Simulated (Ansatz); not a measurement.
## Redistribution: C4H7Cl + C3H6 → C4H8 + C3H5Cl

Gas-phase species: C4H7Cl `CC/C=C\Cl`, singlet; C3H6 (propene) `C=CC`, singlet; C4H8 (1-butene) `C=CCC`, singlet; C3H5Cl `C/C=C/Cl`, singlet. The partners trade Cl for H; both sit on C, so the bond types are kept.

Shapes, held fixed at every level: PBE0-D4/def2-TZVP. Flexible molecules stand in one conformer, not always the lowest. Programs: Ansatz 0.2.0. The zero-point and thermal change to 298 K, harmonic and unscaled (PBE0-D4/def2-TZVP), is -0.4 kJ/mol.

```
                level                    kind  ΔH(298 K) (kJ/mol)  less CCSD(T)/CBS estimate
 r2SCAN-D4/def2-TZVPP                meta-GGA                +2.5                       +0.4
  BHLYP-D4/def2-TZVPP           global hybrid                +2.1                        0.0
r2SCAN0-D4/def2-TZVPP           global hybrid                +2.3                       +0.2
   wB97M-V/def2-TZVPP  range-separated hybrid                +2.1                        0.0
       MP2/def2-TZVPP     perturbation theory                +2.5                       +0.4
        CCSD/def2-SVP   coupled cluster or CI                +1.8                       -0.3
   CCSD(T)/def2-TZVPP   coupled cluster or CI                +1.8                       -0.3
 CCSD(T)/CBS estimate   coupled cluster or CI                +2.1                        0.0
```

The highest level, CCSD(T)/CBS estimate, gives ΔH(298 K) = +2.1 kJ/mol; the levels span +1.8 to +2.5. That is about zero within the method's error. The column of differences is taken from that level and isn't an error. No measured value is set beside it here. The CBS estimate extrapolates MP2 from def2-TZVPP and def2-QZVPP and adds CCSD(T) − MP2 in the triple-zeta set, cores frozen.
